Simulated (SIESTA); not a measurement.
Crystal: As.

```
As
1.0
     1.88080    1.08588    3.51406
    -1.88080    1.08588    3.51406
     0.00000   -2.17176    3.51406
As
2
Direct
  0.22600 0.22600 0.22600
  0.77400 0.77400 0.77400
```

Base run:

| Property | Result |
| --- | --- |
| Program | SIESTA 5.4.2 |
| Functional | PBE |
| Potentials or basis | PseudoDojo 0.4 standard (PBE files) |
| Basis | DZP (energy shift 0.003 Ry; two zetas on semicore shells) |
| Grid cutoff | 500 Ry |
| Energy shift | 0.003 Ry |
| k mesh | 9 × 9 × 9 |
| Occupations | fermi-dirac, width 0.05 eV |
| Spin | no spin polarisation |

Its results: band gap on the k mesh none (metal or under the smearing width); pressure 6.0 GPa; largest force 0.877 eV/Å.

Problem. The run is repeated on the same cell with these changes: functional from PBE to LDA; potentials or basis from PseudoDojo 0.4 standard (PBE files) to PseudoDojo 0.4 standard (LDA files). What comes out?

Solution. Band gap on the k mesh none (metal or under the smearing width); pressure 0.7 GPa; largest force 0.714 eV/Å.

Caveats: the basis of atomic orbitals isn't converged, which shifts pressures, moduli and gaps.
